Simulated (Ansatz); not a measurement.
Runs of Ansatz 0.2.0 on TiCo. It takes space group Pm-3m (No. 221, cubic). The conventional cell has a = 2.986 Å, b = 2.986 Å, c = 2.986 Å, α = 90.00°, β = 90.00°, γ = 90.00°. Co (site symmetry m-3m) has 8 Ti at 2.59 Å as nearest neighbours. Ti (site symmetry m-3m) has 8 Co at 2.59 Å as nearest neighbours. The cell comes from a database or a generator and needn't be the stable form of this composition.

| task | level | cell | k mesh | cutoff (eV) | smearing | gap on the mesh (eV) | pressure (GPa) | moment (μB) | relaxed volume (Å³/atom) |
| --- | --- | --- | --- | --- | --- | --- | --- | --- | --- |
| relaxation of cell and atoms | PBEsol+D4 | relaxed | 9 × 9 × 9 | - | fermi-dirac 0.05 eV | - | 0.0 | 0.61 | 12.53 |
| single point | PBE | as given | 9 × 9 × 9 | 279 | gaussian 0.026 eV | none | -0.5 | 0.84 | - |
| relaxation of cell and atoms | PBEsol+D3(BJ) | relaxed | 9 × 9 × 9 | - | fermi-dirac 0.05 eV | - | 0.0 | (a) | 12.22 |
| phonons | PBE | as given | 7 × 7 × 7 | 297 | fermi-dirac 0.05 eV | none | - | 0.84 | - |
| single point | PBE | as given | 9 × 9 × 9 | 279 | gaussian 0.016 eV | none | -0.5 | 0.84 | - |

Alike in all rows: potentials or basis all-electron LAPW, scalar-relativistic; spin collinear, ferromagnetic start; basis error allowed 0.001 eV/atom.

Question: Fill in the values left out.

Answer: (a) 0.56.

Caveats: the k mesh is thin for a metal, which can move the energy by tens of meV per atom (some runs); a metal's response needs a denser mesh (some runs).

A gap of «none» marks a metal or a gap under the smearing width.

The runs don't all hold the same shells in valence.
